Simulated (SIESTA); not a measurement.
Write an ASE script for SIESTA 5.4.2 that does the following.

- Task: band structure
- Functional: AM05
- Potentials or basis: PseudoDojo 0.4 standard (PBEsol files)
- Basis: DZP (energy shift 0.002 Ry)
- Grid cutoff: 800 Ry
- Energy shift: 0.002 Ry
- k mesh: 13 × 13 × 13
- Occupations: fermi-dirac, width 0.05 eV
- Spin: no spin polarisation

Crystal: Cu.

```
CELL_PARAMETERS angstrom
0.00000 1.80750 1.80750
1.80750 0.00000 1.80750
1.80750 1.80750 0.00000
ATOMIC_POSITIONS crystal
Cu 0.00000 0.00000 0.00000
```

The input as run:

run.py

```python
from ase import Atoms
from ase.calculators.siesta import Siesta
from ase.units import Ry, GPa

atoms = Atoms(
    ['Cu'],
    cell=[
        [0.0, 1.8075, 1.8075],
        [1.8075, 0.0, 1.8075],
        [1.8075, 1.8075, 0.0],
    ],
    scaled_positions=[
        [0.0, 0.0, 0.0],
    ],
    pbc=True,
)

fdf = {
    'SCFMustConverge': False,
    'OccupationFunction': 'FD',
    'ElectronicTemperature': '0.05 eV',
    'MaxSCFIterations': '120',
    'SCF.Mixer.Method': 'Pulay',
    'SCF.Mixer.Weight': '0.25',
    'SCF.Mixer.History': '8',
    'SCF.DM.Tolerance': '5.0e-05',
    'SCF.H.Tolerance': '1.0e-03 eV',
    'WriteForces': 'true',
    'Charge.Mulliken': 'end',
    'BandLinesScale': 'ReciprocalLatticeVectors',
    'BandLines': ['  1    0.000000   0.000000   0.000000  \\Gamma', ' 12    0.500000   0.000000   0.500000  X', '  6    0.500000   0.250000   0.750000  W', '  4    0.375000   0.375000   0.750000  K', ' 13    0.000000   0.000000   0.000000  \\Gamma', ' 11    0.500000   0.500000   0.500000  L', '  8    0.625000   0.250000   0.625000  U', '  4    0.500000   0.250000   0.750000  W', '  9    0.500000   0.500000   0.500000  L', '  8    0.375000   0.375000   0.750000  K', '  1    0.625000   0.250000   0.625000  U', '  4    0.500000   0.000000   0.500000  X'],
}
calc = Siesta(
    label="Cu",
    command="siesta < PREFIX.fdf > PREFIX.out",
    pseudo_path="pseudos",
    pseudo_qualifier="",
    xc=('GGA', 'AM05'),
    basis_set="DZP",
    mesh_cutoff=800 * Ry,
    energy_shift=0.002 * Ry,
    kpts=[13, 13, 13],
    spin="non-polarized",
    fdf_arguments=fdf,
)
atoms.calc = calc

print(f"energy = {atoms.get_potential_energy():.6f} eV")
free = atoms.get_potential_energy(force_consistent=True)
print(f"free energy = {free:.6f} eV")
print("forces (eV/A):")
print(atoms.get_forces(apply_constraint=False).round(6))
print("stress (GPa, Voigt order, tension positive):", (atoms.get_stress() / GPa).round(4))
```

Potentials or basis: PseudoDojo 0.4 standard (PBEsol files), DZP (energy shift 0.002 Ry).

The run is started by

```sh
$ python run.py
```

It gave:

- Pressure: -8.2 GPa
- Band gap on the k mesh: none (metal or under the smearing width)

Caveat: semicore shells carry a single zeta, which can move pressures by several GPa and volumes by a few percent; the potentials were made for another functional, which shifts forces and pressure; the basis of atomic orbitals isn't converged, which shifts pressures, moduli and gaps.

Wall time 23 s on 1 thread of AMD EPYC 9R14 (Zen 4) (shared host), peak memory 0.21 GiB.
